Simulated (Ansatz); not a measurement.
Crystal: CaO.

```
Ca O
1.0
     0.00000    2.40356    2.40356
     2.40356    0.00000    2.40356
     2.40356    2.40356    0.00000
Ca O
1 1
Cartesian
  0.0000 0.0000 0.0000
  2.4036 2.4036 2.4036
```

The cell is a database's computed one.

```yaml
Program: Ansatz 0.2.0
Task: relaxation of cell and atoms
Functional: BLYP
Dispersion: D3(BJ)
Potentials_or_basis: all-electron LAPW, scalar-relativistic
Basis_error_allowed: 0.001 eV/atom
k_mesh: 10 × 10 × 10
Occupations: fermi-dirac, width 0.05 eV
Spin: no spin polarisation
```

At the start: volume 13.89 Å³/atom.

Q: How do energy, volume and symmetry change on relaxing?

A: Over 4 steps the energy falls by 3.7 meV/atom and the volume is 13.51 Å³/atom (-2.7 %); space group Fm-3m (No. 225, to 0.05 Å).

Step by step:
```csv
step,energy change (eV),largest force (eV/Å),volume (Å³)
1,0.0000,0.0000,27.77
2,-0.0072,0.0000,26.88
3,-0.0074,0.0000,27.02
4,-0.0074,0.0000,27.02
```

Final structure:
```yaml
crystal:
  lattice:
    - [0.00000, 2.38167, 2.38167]
    - [2.38167, 0.00000, 2.38167]
    - [2.38167, 2.38167, 0.00000]
  atoms:
    - { symbol: Ca, position: [0.00000, 0.00000, 0.00000] }
    - { symbol: O, position: [0.50000, 0.50000, 0.50000] }
```
